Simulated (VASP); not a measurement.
# TaAs, vacuum levels of a slab or layer: which settings are enough?

TaAs, slab, 8 atoms in the cell. PBE; PAW potentials Ta_pv, As (PBE set). VASP 6.6.1.

Wanted: face levels within 0.04 eV; energy within 2 meV/atom; forces within 0.02 eV/Å.

Crystal: TaAs, I4_1md; Face: (0 0 1); Atomic planes: 8; Dipole correction: yes.

Face levels: vacuum level at each face, counted from the Fermi level.

POSCAR of the starting run:
```
TaAs
1.0
    3.4635542207      0.0000000000      0.0000000000
    0.0000000000      3.4635542207      0.0000000000
    0.0000000000      0.0000000000     24.7820575935
Ta As
4 4
Direct
    0.8337000000      0.8337000000      0.3026383089
    0.8337000000      0.3337000000      0.4212069881
    0.3337000000      0.3337000000      0.5397756673
    0.3337000000      0.8337000000      0.6583443465
    0.3337000000      0.3337000000      0.3416556535
    0.3337000000      0.8337000000      0.4602243327
    0.8337000000      0.8337000000      0.5787930119
    0.8337000000      0.3337000000      0.6973616911
```

The series start from vacuum (Å): 15; correction: LDIPOL, IDIPOL 3, DIPOL, AMIN 0.01; k spacing (1/Å): 0.3; Cutoff ENCUT (eV): 290; SCF threshold EDIFF (eV): 1e-6; PREC: Accurate; LREAL: .FALSE.; ALGO: Normal. Each series keeps the choices made before it, and each single choice may use up half of a tolerance.

## Vacuum (Å)

| Vacuum (Å) | Face levels, largest deviation (eV) | Energy less reference (meV/atom) | Forces, largest deviation (eV/Å) | SCF iterations | Time (s) |
|---|---|---|---|---|---|
| 6 | 0.297 | 0.6 | 0.011 | 24 | 29 |
| 8 | 0.055 | 0.3 | 0.001 | 20 | 26 |
| 10 | 0.009 | 0.2 | 0.000 | 23 | 32 |
| 12 | 0.006 | 0.2 | 0.001 | 28 | 42 |
| 15 | 0.000 | 0.1 | 0.000 | 32 | 54 |
| 20 | 0.001 | 0.0 | 0.000 | 35 | 64 |
| 25 (reference) | 0.000 | 0.0 | 0.000 | 41 | 82 |

Chosen: 10, the loosest value from which every tighter one stays within half of the tolerance.

## Correction

| Correction | Face levels, largest deviation (eV) | Energy less reference (meV/atom) | Forces, largest deviation (eV/Å) | SCF iterations | Time (s) |
|---|---|---|---|---|---|
| LDIPOL, IDIPOL 3, DIPOL, AMIN 0.01 | 0.000 | 0.0 | 0.000 | 23 | 32 |
| LDIPOL, default AMIN | 0.001 | 0.0 | 0.000 | 27 | 32 |
| LDIPOL, no DIPOL | no result | no result | no result | 150 | 188 |
| IDIPOL 3 alone (energy only) | 0.363 | 0.8 | 0.007 | 24 | 29 |
| kernel truncation, coarsened | 0.017 | -0.3 | 0.000 | 27 | 37 |
| kernel truncation, full padding | 0.004 | -0.3 | 0.000 | 25 | 37 |

Chosen: LDIPOL, IDIPOL 3, DIPOL, AMIN 0.01; no other choice that stays within half of the tolerance saves 30 % of the time.

## k spacing (1/Å)

| k spacing (1/Å) | Face levels, largest deviation (eV) | Energy less reference (meV/atom) | Forces, largest deviation (eV/Å) | SCF iterations | Time (s) |
|---|---|---|---|---|---|
| 0.6 | 0.325 | 28.7 | 0.134 | 24 | 23 |
| 0.45 | 0.172 | 7.2 | 0.189 | 25 | 24 |
| 0.3 | 0.125 | -2.6 | 0.093 | 23 | 32 |
| 0.22 | 0.087 | 1.2 | 0.066 | 24 | 44 |
| 0.16 (reference) | 0.000 | 0.0 | 0.000 | 24 | 72 |

Chosen: 0.16; the next looser run is off by more than half of the tolerance, so convergence isn't shown beyond this value.

## Cutoff ENCUT (eV)

| Cutoff ENCUT (eV) | Face levels, largest deviation (eV) | Energy less reference (meV/atom) | Forces, largest deviation (eV/Å) | SCF iterations | Time (s) |
|---|---|---|---|---|---|
| 180 | 0.011 | -4.3 | 0.079 | 24 | 33 |
| 220 | 0.002 | 5.2 | 0.010 | 24 | 52 |
| 260 | 0.001 | 4.1 | 0.004 | 24 | 62 |
| 290 | 0.001 | 3.0 | 0.003 | 24 | 72 |
| 340 | 0.000 | 0.9 | 0.003 | 23 | 88 |
| 400 (reference) | 0.000 | 0.0 | 0.000 | 24 | 118 |

Chosen: 340.

## SCF threshold EDIFF (eV)

| SCF threshold EDIFF (eV) | Face levels, largest deviation (eV) | Energy less reference (meV/atom) | Forces, largest deviation (eV/Å) | SCF iterations | Time (s) |
|---|---|---|---|---|---|
| 0.001 | 0.103 | 0.2 | 0.010 | 16 | 68 |
| 0.0001 | 0.004 | 0.0 | 0.002 | 20 | 81 |
| 1e-5 | 0.002 | 0.0 | 0.001 | 21 | 88 |
| 1e-6 | 0.000 | 0.0 | 0.000 | 23 | 88 |
| 1e-7 (reference) | 0.000 | 0.0 | 0.000 | 26 | 99 |

Chosen: 0.0001.

## PREC

| PREC | Face levels, largest deviation (eV) | Energy less reference (meV/atom) | Forces, largest deviation (eV/Å) | SCF iterations | Time (s) |
|---|---|---|---|---|---|
| Accurate | 0.000 | 0.0 | 0.000 | 20 | 81 |
| Normal | 0.001 | 0.0 | 0.002 | 20 | 46 |

Chosen: Normal, the fastest of those that stay within half of the tolerance.

## LREAL

| LREAL | Face levels, largest deviation (eV) | Energy less reference (meV/atom) | Forces, largest deviation (eV/Å) | SCF iterations | Time (s) |
|---|---|---|---|---|---|
| .FALSE. | 0.000 | 0.0 | 0.000 | 20 | 46 |
| Auto | 0.000 | -0.2 | 0.019 | 20 | 43 |

Chosen: .FALSE..

## ALGO

| ALGO | Face levels, largest deviation (eV) | Energy less reference (meV/atom) | Forces, largest deviation (eV/Å) | SCF iterations | Time (s) |
|---|---|---|---|---|---|
| Normal | 0.000 | 0.0 | 0.000 | 20 | 46 |
| Fast | 0.007 | 0.0 | 0.004 | 19 | 42 |
| All | 0.048 | 0.0 | 0.064 | 40 | 84 |

Chosen: Normal.

## All choices together

| Input | Face levels, largest deviation (eV) | Energy less reference (meV/atom) | Forces, largest deviation (eV/Å) | Time (s) |
|---|---|---|---|---|
| starting input without the dipole correction (naive) | 0.314 | 0.3 | 0.093 | 51 |
| chosen settings | 0.010 | 1.2 | 0.002 | 46 |
| reference settings throughout | 0.000 | 0.0 | 0.000 | 373 |

The chosen settings stay within the tolerance of the reference run, but the reference itself isn't shown to be converged in: k spacing (1/Å).

Values of the reference run: Face levels: 5.107, 4.425 eV.

## The input

INCAR:
```
ALGO = Normal
AMIN = 0.01
DIPOL = 0.5 0.5 0.5
EDIFF = 1E-4
ENCUT = 340
GGA = PE
IDIPOL = 3
ISMEAR = 0
KPAR = 4
LASPH = T
LCHARG = F
LDIPOL = T
LREAL = F
LVACPOTAV = T
LVHAR = T
LWAVE = F
NELM = 150
PREC = Normal
SIGMA = 0.1
```

KPOINTS:
```
Automatic mesh
0
Gamma
  12 12 1
  0 0 0
```

POSCAR:
```
TaAs
1.0
    3.4635542207      0.0000000000      0.0000000000
    0.0000000000      3.4635542207      0.0000000000
    0.0000000000      0.0000000000     19.7820575935
Ta As
4 4
Direct
    0.8337000000      0.8337000000      0.2527542940
    0.8337000000      0.3337000000      0.4012917160
    0.3337000000      0.3337000000      0.5498291380
    0.3337000000      0.8337000000      0.6983665600
    0.3337000000      0.3337000000      0.3016334400
    0.3337000000      0.8337000000      0.4501708620
    0.8337000000      0.8337000000      0.5987082840
    0.8337000000      0.3337000000      0.7472457060
```

Commands:
```
cat potpaw_PBE.64/Ta_pv/POTCAR potpaw_PBE.64/As/POTCAR > POTCAR
mpirun -np 4 vasp_std > vasp.out
```

Limits: The program found no field-free region, so the vacuum level is rough; at EDIFF = 0.0001 other algorithms or programs end up to 3.2 times the tolerance apart, so this threshold passes by luck, and a tighter one is safer.

The chosen input took VASP 6.6.1 46 s on 4 cores (Intel Xeon Platinum 8259CL @ 2.50GHz (Skylake/Cascade Lake)), a shared host.

## An input that fails: LDIPOL without IDIPOL

The electronic loop stops at its limit of 150 steps.

Changes against the starting input:
```
- LVACPOTAV = True
- IDIPOL = 3
```
